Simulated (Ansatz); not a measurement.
Geometry optimisation in Ansatz: input, command and trajectory.

```yaml
crystal:
  lattice:
    - [1.9467013253, 1.9467013253, 0.0]
    - [-1.8758262771, 1.8758262771, 0.0]
    - [0.0, 0.0, 3.7516525542]
  atoms:
    - { symbol: Rh, position: [0.0, 0.0, 0.0] }
    - { symbol: Rh, position: [0.5, 0.5, 0.5] }
basis:
  ecutwfc: 420
kpoints:
  mp_grid: { grid: [20, 20, 14] }
hamiltonian:
  xc: pbesol
scf:
  occupations: { method: gaussian, width: 0.1 }
output:
  forces: true
  stress: true
  eigenvalues: true
relax:
  adjacent_minimum: "off"
  f_tol: 0.008
  max_steps: 40
  cell: { stress_tol: 0.015, fix: [a, angles] }
```

```bash
ansatz run input.yaml --threads 1 --pin off --max-ram 2560MiB --backend cpu --events-out ev --progress --plain --runs-dir out
```

Theory: Ansatz 0.2.0, DFT PBEsol, scalar-relativistic, plane waves, PAW.

Of 5 frames 4 are shown, positions in Å and forces in eV/Å; the SCF threshold varies from step to step. Steps run on the plane waves of an earlier cell, with a Pulay correction in the pressure. The basis is chosen afresh for the last frame, the zero of the energies, and at times for earlier ones too; energy and pressure step there, also at an unchanged geometry.

```xyz
2
Lattice="1.9467 1.9467 0.0000 -1.8758 1.8758 0.0000 0.0000 0.0000 3.7517" Properties=species:S:1:pos:R:3:forces:R:3 pbc="T T T" step=1 free_energy_over_end_meV_per_atom=0.58 pressure_GPa=-3.70
Rh    0.0000    0.0000    0.0000    0.0000    0.0000    0.0000
Rh    0.0354    1.9113    1.8758    0.0000    0.0000    0.0000
2
Lattice="1.9467 1.9467 0.0000 -1.8887 1.8887 0.0000 0.0000 0.0000 3.7287" Properties=species:S:1:pos:R:3:forces:R:3 pbc="T T T" step=2 free_energy_over_end_meV_per_atom=0.10 pressure_GPa=-3.96
Rh    0.0000    0.0000    0.0000    0.0000    0.0000    0.0000
Rh    0.0290    1.9177    1.8643    0.0000    0.0000    0.0000
2
Lattice="1.9467 1.9467 0.0000 -1.8851 1.8851 0.0000 0.0000 0.0000 3.7349" Properties=species:S:1:pos:R:3:forces:R:3 pbc="T T T" step=3 free_energy_over_end_meV_per_atom=0.00 pressure_GPa=-3.87
Rh    0.0000    0.0000    0.0000    0.0000    0.0000    0.0000
Rh    0.0308    1.9159    1.8674    0.0000    0.0000    0.0000
2
Lattice="1.9467 1.9467 0.0000 -1.8850 1.8850 0.0000 0.0000 0.0000 3.7349" Properties=species:S:1:pos:R:3:forces:R:3 pbc="T T T" step=5 free_energy_over_end_meV_per_atom=0.00 pressure_GPa=-3.86
Rh    0.0000    0.0000    0.0000    0.0000    0.0000    0.0000
Rh    0.0309    1.9158    1.8675    0.0000    0.0000    0.0000
```

It took 94 s on 1 thread of Intel(R) Xeon(R) Platinum 8488C (Sapphire Rapids), with other jobs on the host, peak memory 0.79 GiB.